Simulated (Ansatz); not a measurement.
V₂O₅: pressure and energy above lowest point against volume per atom

All results are calculated (Ansatz 0.2.0 development build). Equation of state of a cubic crystal from periodic Kohn-Sham density functional theory without spin; pressure corrected for the finite basis.

Cell of the first row (space group Pn-3m, No. 224):
```
CELL_PARAMETERS angstrom
4.83070 0.00000 0.00000
0.00000 4.83070 0.00000
0.00000 0.00000 4.83070
ATOMIC_POSITIONS crystal
V 0.00000 0.00000 0.00000
V 0.50000 0.50000 0.00000
V 0.50000 0.00000 0.50000
V 0.00000 0.50000 0.50000
O 0.50000 0.00000 0.00000
O 0.00000 0.50000 0.00000
O 0.00000 0.00000 0.50000
O 0.50000 0.50000 0.50000
O 0.75000 0.75000 0.25000
O 0.75000 0.25000 0.75000
O 0.25000 0.75000 0.75000
O 0.75000 0.25000 0.25000
O 0.25000 0.75000 0.25000
O 0.25000 0.25000 0.75000
```

Settings of every row: formula V2O5; structure type cubic X2O5; functional PBE; spin treatment none; k mesh 8x8x8; occupation method fermi-dirac; occupation width 0.061225619 eV; wave cutoff 700 eV; datasets hard PAW; density cutoff ratio 4.

Limits: a cubic model structure, not a phase known at ambient conditions; modest k-mesh, values are not fully converged in k; no spin polarisation, a magnetic state may lie lower.

```csv
row,volume per atom (Å³),pressure (GPa),energy above lowest point (meV/atom)
1,8.052,?,?
2,8.223,10.31,10.63
3,8.395,4.876,2.56
4,8.566,0.002,0
5,8.738,-4.371,2.38
6,8.909,-8.293,9.19
7,9.08,-11.809,19.97
```

Question: what pressure and energy above lowest point should row 1 give?

Worked fit of pressure. Take u = (V_r/V)^(2/3) − 1 with V_r = 8.652 Å³ an atom, which is twice the finite (Eulerian) strain; such expansions in the strain, on which the Birch-Murnaghan equation of state is built, carry the rest volume and the bulk modulus. The shown rows have u = 0.03448, 0.02031, 0.00668, -0.00657, -0.01933, -0.03168. Least squares give pressure = −2.2427 + 331.541 × u + 939.77 × u² GPa; a straight line predicts inner rows, each left out in turn, worse (root mean square 0.4 against 0.013 GPa). The rows lie off it by 0.004, -0.003, -0.012, 0.009, 0.007, -0.006 (root mean square 0.0075 GPa). The pressure vanishes at u = 0.0066, or V = 8.567 Å³ an atom, and there the bulk modulus at fixed shape and fractions is B = −V dP/dV = (2/3)(1 + u) dP/du = 231 GPa. The withheld row has u = 0.04908, so the fit gives −2.2427 + 331.541 × (0.04908) + 939.77 × (0.04908)² = 16.293 GPa.

The calculation gave 16.367 GPa. The fit lies 0.074 GPa (0.26 % of the column's range) below it; its largest miss of a shown row is 0.012 GPa. This row lies beyond the range of the fit.

Worked fit of energy above lowest point. Take u = (V_r/V)^(2/3) − 1 with V_r = 8.652 Å³ an atom, which is twice the finite (Eulerian) strain; such expansions in the strain, on which the Birch-Murnaghan equation of state is built, carry the rest volume and the bulk modulus. The shown rows have u = 0.03448, 0.02031, 0.00668, -0.00657, -0.01933, -0.03168. Least squares give energy above lowest point = 0.603 − 181.29 × u + 13631.5 × u² + 1766 × u³ meV/atom; a parabola predicts inner rows, each left out in turn, worse (root mean square 0.021 against 0.0035 meV/atom). All shown rows lie on it to the printed digit. Its lowest point lies at u = 0.0066, or V = 8.567 Å³ an atom, and the curvature there gives the bulk modulus at fixed shape and fractions, B = (4/9)(1 + u)² E″(u)/V = 230 GPa. The withheld row has u = 0.04908, so the fit gives 0.603 − 181.29 × (0.04908) + 13631.5 × (0.04908)² + 1766 × (0.04908)³ = 24.75 meV/atom.

The calculation gave 24.83 meV/atom. The fit lies 0.08 meV/atom (0.32 % of the column's range) below it; its largest miss of a shown row is 0.00 meV/atom. This row lies beyond the range of the fit.
